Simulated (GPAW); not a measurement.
# CdSe (Cadmoselite) (P6_3mc) in GPAW: relaxation of cell and atoms with RPBE+D4

Aim: the relaxation of cell and atoms of CdSe (Cadmoselite) with RPBE+D4.

Everything below comes from runs of GPAW 26.7.0. Logs are shortened: lines on timing, memory, paths and dates and some standing lists are left out, and cuts for length are marked. The log counts tension as positive stress, the text compression.

### 1 Starting point

The structure is hexagonal, space group P6_3mc (No. 186). Conventional cell: a = 4.300 Å, b = 4.300 Å, c = 7.020 Å, α = 90.00°, β = 90.00°, γ = 120.00°. Cd (site symmetry 3m) is surrounded by 4 Se at 2.61 to 2.70 Å. Se (site symmetry 3m) is surrounded by 4 Cd at 2.61 to 2.70 Å.

### 2 Relaxation of cell and atoms, RPBE+D4

File run.py:

```python
from ase.calculators.mixing import SumCalculator
from ase.filters import FrechetCellFilter
from ase.io import read, write
from ase.optimize import BFGS
from dftd4.ase import DFTD4
from gpaw import GPAW, PW

atoms = read('CdSe.xyz')

calc = GPAW(mode=PW(600),
            xc='RPBE',
            kpts={'size': (5, 5, 3), 'gamma': True},
            occupations={'name': 'fermi-dirac', 'width': 0.05},
            nbands=31,
            convergence={'density': 1e-05, 'energy': 1e-05},
            maxiter=150,
            txt='gpaw.txt')
atoms.calc = SumCalculator([calc, DFTD4(method='rpbe')])
opt = BFGS(FrechetCellFilter(atoms), trajectory='relax.traj', logfile='-')
done = opt.run(fmax=0.02, steps=60)
calc.write('gs.gpw')
write('result.traj', atoms)
print('Converged:', done)
print('Cell:', atoms.cell.cellpar().round(4))
print('Volume:', round(atoms.get_volume(), 4))
print(atoms.get_scaled_positions().round(5))
```

File CdSe.xyz:

```xyz
4
Lattice="4.3000000000 0.0000000000 0.0000000000 -2.1500000000 3.7239092363 0.0000000000 0.0000000000 0.0000000000 7.0200000000" Properties=species:S:1:pos:R:3 pbc="T T T"
Cd     2.1500000002      1.2413030786      3.5100000000
Cd    -0.0000000002      2.4826061577      0.0000000000
Se     2.1500000002      1.2413030786      6.2127000000
Se    -0.0000000002      2.4826061577      2.7027000000
```

Potentials or basis: the program's PAW data sets (release 1.2.1) made for this functional, pw.

The run is started by

```console
$ OMP_NUM_THREADS=1 python run.py
```

gpaw.txt:

```text
__  _  _
 | _ |_)|_||  |
 |__||  | ||/\| - 26.7.0

Input parameters:
  mode=PW(ecut=600.0),
  convergence={'density': 1e-05, 'energy': 1e-05},
  kpts=MonkhorstPack(size=(5, 5, 3), gamma=True),
  maxiter=150,
  nbands=31,
  occupations=Occupations(name='fermi-dirac', width=0.05),
  xc=XC(name='RPBE')

Diagonalizing LCAO Hamiltonian
Converting LCAO to pw mode

            Se

        Se  Cd

        Cd

Atoms  # Å, Bohr magnetons
|   | symbol |         x |        y |        z |    initial magnetic moments |
|---|--------|-----------|----------|----------|-----------------------------|
| 0 |     Cd |  2.150000 | 1.241303 | 3.510000 | ( 0.0000,  0.0000,  0.0000) |
| 1 |     Cd | -0.000000 | 2.482606 | 0.000000 | ( 0.0000,  0.0000,  0.0000) |
| 2 |     Se |  2.150000 | 1.241303 | 6.212700 | ( 0.0000,  0.0000,  0.0000) |
| 3 |     Se | -0.000000 | 2.482606 | 2.702700 | ( 0.0000,  0.0000,  0.0000) |

Unit cell  # Å
| periodic |         x |        y |        z |  lengths |     angles |
|----------|-----------|----------|----------|----------|------------|
|      yes |  4.300000 | 0.000000 | 0.000000 | 4.300000 |  90.000000 |
|      yes | -2.150000 | 3.723909 | 0.000000 | 4.300000 |  90.000000 |
|      yes |  0.000000 | 0.000000 | 7.020000 | 7.020000 | 120.000000 |

Number of symmetries: 6
Symmetry operations  # r_c * U_cc + t_c -> r_c
|   | kind |            matrix            |
|---|------|------------------------------|
| 0 |  σ   |  1, 1, 0,  0,-1, 0,  0, 0, 1 |
| 1 |  E   |  1, 0, 0,  0, 1, 0,  0, 0, 1 |
| 2 |  C3  |  0, 1, 0, -1,-1, 0,  0, 0, 1 |
| 3 |  σ   |  0,-1, 0, -1, 0, 0,  0, 0, 1 |
| 4 |  σ   | -1, 0, 0,  1, 1, 0,  0, 0, 1 |
| 5 |  C3  | -1,-1, 0,  1, 0, 0,  0, 0, 1 |

BZ-sampling:
  Number of BZ points: 75
  Number of IBZ points: 12

  Monkhorst-Pack size: [5, 5, 3]
  Monkhorst-Pack shift: [0, 0, 0]

K-points  # in reciprocal-cell coordinates
|     |                                coordinates |     weight |
|-----|--------------------------------------------|------------|
|   0 | (  0.00000000,   0.00000000,   0.00000000) | 0.01333333 |
|   1 | (  0.00000000,   0.00000000,   0.33333333) | 0.02666667 |
|   2 | (  0.20000000,   0.00000000,  -0.33333333) | 0.08000000 |
|   3 | (  0.20000000,   0.00000000,   0.00000000) | 0.08000000 |
|   4 | (  0.20000000,   0.00000000,   0.33333333) | 0.08000000 |
|   5 | (  0.40000000,  -0.20000000,   0.00000000) | 0.08000000 |
|   6 | (  0.40000000,  -0.20000000,   0.33333333) | 0.16000000 |
|   7 | (  0.40000000,   0.00000000,  -0.33333333) | 0.08000000 |
|   8 | (  0.40000000,   0.00000000,   0.00000000) | 0.08000000 |
|   9 | (  0.40000000,   0.00000000,   0.33333333) | 0.08000000 |
| ... |                                            |            |
|  11 | (  0.40000000,   0.40000000,   0.33333333) | 0.16000000 |

Plane wave coefficients: 3791
Cutoff: 600.0 eV

Spin-components: 1 (collinear spins)
Bands:           31
Projectors:      22
Spin-degeneracy: 2
Datatype:        complex128
[... 138 lines left out ...]
|         11 |        -3.438 |     2.000 |
|         12 |        -0.441 |     2.000 |
|         13 |         3.037 |     2.000 |
|         14 |         3.037 |     2.000 |
|         15 |         3.742 |     2.000 |
[... 8 lines left out ...]
|         24 |        10.790 |     0.000 |
|         25 |        11.666 |     0.000 |
|        ... |               |           |
|         30 |        14.878 |     0.000 |

Gap: 0.869 eV
Transition (v -> c):
  (s=0, k=0, n=17, [0.00, 0.00, 0.00]) -> (s=0, k=0, n=18, [0.00, 0.00, 0.00])
No difference between direct/indirect transitions

Stress tensor  # eV/Ang^3
|         x |         y |         z |
|-----------|-----------|-----------|
| -0.034552 | -0.000000 |  0.000000 |
| -0.000000 | -0.034552 | -0.000000 |
|  0.000000 | -0.000000 | -0.020912 |

Forces  # eV/Ang
|        x |        y |        z |
|----------|----------|----------|
|  0.00000 |  0.00000 |  0.29226 |  # Cd   0
| -0.00000 | -0.00000 |  0.29225 |  # Cd   1
|  0.00000 |  0.00000 | -0.29233 |  # Se   2
|  0.00000 | -0.00000 | -0.29220 |  # Se   3

Interpolating wave functions to new cell

            Se

        Se  Cd

        Cd

Atoms  # Å, Bohr magnetons
|   | symbol |         x |        y |        z |    initial magnetic moments |
|---|--------|-----------|----------|----------|-----------------------------|
| 0 |     Cd |  2.152101 | 1.242516 | 3.512417 | ( 0.0000,  0.0000,  0.0000) |
| 1 |     Cd | -0.000000 | 2.485032 | 0.004114 | ( 0.0000,  0.0000,  0.0000) |
| 2 |     Se |  2.152101 | 1.242516 | 6.205581 | ( 0.0000,  0.0000,  0.0000) |
| 3 |     Se | -0.000000 | 2.485032 | 2.697280 | ( 0.0000,  0.0000,  0.0000) |

Unit cell  # Å
| periodic |         x |         y |        z |  lengths |     angles |
|----------|-----------|-----------|----------|----------|------------|
|      yes |  4.304202 | -0.000000 | 0.000000 | 4.304202 |  90.000000 |
|      yes | -2.152101 |  3.727548 | 0.000000 | 4.304202 |  90.000000 |
|      yes |  0.000000 |  0.000000 | 7.016606 | 7.016606 | 120.000000 |

Number of symmetries: 6
Symmetry operations  # r_c * U_cc + t_c -> r_c
|   | kind |            matrix            |
|---|------|------------------------------|
| 0 |  σ   |  1, 1, 0,  0,-1, 0,  0, 0, 1 |
| 1 |  E   |  1, 0, 0,  0, 1, 0,  0, 0, 1 |
| 2 |  C3  |  0, 1, 0, -1,-1, 0,  0, 0, 1 |
| 3 |  σ   |  0,-1, 0, -1, 0, 0,  0, 0, 1 |
| 4 |  σ   | -1, 0, 0,  1, 1, 0,  0, 0, 1 |
| 5 |  C3  | -1,-1, 0,  1, 0, 0,  0, 0, 1 |

BZ-sampling:
  Number of BZ points: 75
  Number of IBZ points: 12

  Monkhorst-Pack size: [5, 5, 3]
  Monkhorst-Pack shift: [0, 0, 0]

K-points  # in reciprocal-cell coordinates
|     |                                coordinates |     weight |
|-----|--------------------------------------------|------------|
|   0 | (  0.00000000,   0.00000000,   0.00000000) | 0.01333333 |
|   1 | (  0.00000000,   0.00000000,   0.33333333) | 0.02666667 |
|   2 | (  0.20000000,   0.00000000,  -0.33333333) | 0.08000000 |
|   3 | (  0.20000000,   0.00000000,   0.00000000) | 0.08000000 |
|   4 | (  0.20000000,   0.00000000,   0.33333333) | 0.08000000 |
|   5 | (  0.40000000,  -0.20000000,   0.00000000) | 0.08000000 |
|   6 | (  0.40000000,  -0.20000000,   0.33333333) | 0.16000000 |
|   7 | (  0.40000000,   0.00000000,  -0.33333333) | 0.08000000 |
|   8 | (  0.40000000,   0.00000000,   0.00000000) | 0.08000000 |
|   9 | (  0.40000000,   0.00000000,   0.33333333) | 0.08000000 |
| ... |                                            |            |
|  11 | (  0.40000000,   0.40000000,   0.33333333) | 0.16000000 |

Plane wave coefficients: 3791
Cutoff: 600.0 eV

Spin-components: 1 (collinear spins)
Bands:           31
Projectors:      22
Spin-degeneracy: 2
Datatype:        complex128
[... 1096 lines left out ...]
|------------|---------------|-----------|
|          0 |        -8.849 |     2.000 |
|        ... |               |           |
|         10 |        -3.829 |     2.000 |
|         11 |        -3.552 |     2.000 |
|         12 |        -0.607 |     2.000 |
|         13 |         2.873 |     2.000 |
|         14 |         2.873 |     2.000 |
|         15 |         3.611 |     2.000 |
[... 8 lines left out ...]
|         24 |        10.673 |     0.000 |
|         25 |        11.544 |     0.000 |
|        ... |               |           |
|         30 |        14.700 |     0.000 |

Gap: 0.823 eV
Transition (v -> c):
  (s=0, k=0, n=17, [0.00, 0.00, 0.00]) -> (s=0, k=0, n=18, [0.00, 0.00, 0.00])
No difference between direct/indirect transitions

Stress tensor  # eV/Ang^3
|         x |         y |         z |
|-----------|-----------|-----------|
| -0.024464 | -0.000000 |  0.000000 |
| -0.000000 | -0.024464 | -0.000000 |
|  0.000000 | -0.000000 | -0.025401 |

Forces  # eV/Ang
|        x |        y |        z |
|----------|----------|----------|
| -0.00000 |  0.00000 |  0.02060 |  # Cd   0
| -0.00000 |  0.00000 |  0.02034 |  # Cd   1
| -0.00000 |  0.00000 | -0.02056 |  # Se   2
| -0.00000 | -0.00000 | -0.02039 |  # Se   3

# Writing to gs.gpw (mode='')
```

Run time: 42 s. Hardware: 1 thread of AMD EPYC 9R45 (Zen 5), shared host; peak memory 0.25 GiB.

What came out:

| Property | Result |
| --- | --- |
| Free energy | -12.3647 eV |
| Relaxed volume | 28.46 Å³/atom |
| Relaxed cell | a = 4.329 Å, b = 4.329 Å, c = 7.014 Å, α = 90.00°, β = 90.00°, γ = 120.00° |
| Space group after relaxing (to 0.05 Å) | P6_3mc (No. 186) |
| Energy gained by relaxing | 5.8 meV/atom |
| Ionic steps | 6 |
| Pressure after relaxing | 0.1 GPa |
| Largest force after relaxing | 0.015 eV/Å |
| Band gap on the k mesh | 0.82 eV, direct |
| Dispersion energy per atom | -0.588 eV |

Forces in eV/Å, atoms in the order of the input:
```
Cd   0.000  0.000  0.015
Cd   0.000  0.000  0.015
Se   0.000  0.000 -0.015
Se   0.000  0.000 -0.015
```

Step by step:
| step | energy change (eV) | largest force (eV/Å) | pressure (GPa) | volume (Å³) |
| --- | --- | --- | --- | --- |
| 1 | 0.0000 | 0.2882 | 0.78 | 112.41 |
| 2 | -0.0066 | 0.2458 | 0.68 | 112.58 |
| 3 | -0.0229 | 0.0187 | 0.19 | 113.52 |
| 4 | -0.0230 | 0.0023 | 0.19 | 113.52 |
| 5 | -0.0232 | 0.0064 | 0.16 | 113.58 |
| 6 | -0.0234 | 0.0151 | 0.05 | 113.82 |

Final structure:
```
Cd Se
1.0
     4.32896    0.00000    0.00000
    -2.16448    3.74899    0.00000
     0.00000    0.00000    7.01355
Cd Se
2 2
Direct
  0.66667 0.33333 0.50358
  0.33333 0.66667 0.00358
  0.66667 0.33333 0.88142
  0.33333 0.66667 0.38141
```

Levels at points of the mesh, in eV from the valence-band top:
```
           k point  band 16  band 17  band 18  band 19  band 20  band 21
(0.00, 0.00, 0.00)    -0.02     0.00     0.00     0.82     2.27     5.90
```

Caveat: later steps reuse the first step's grids.
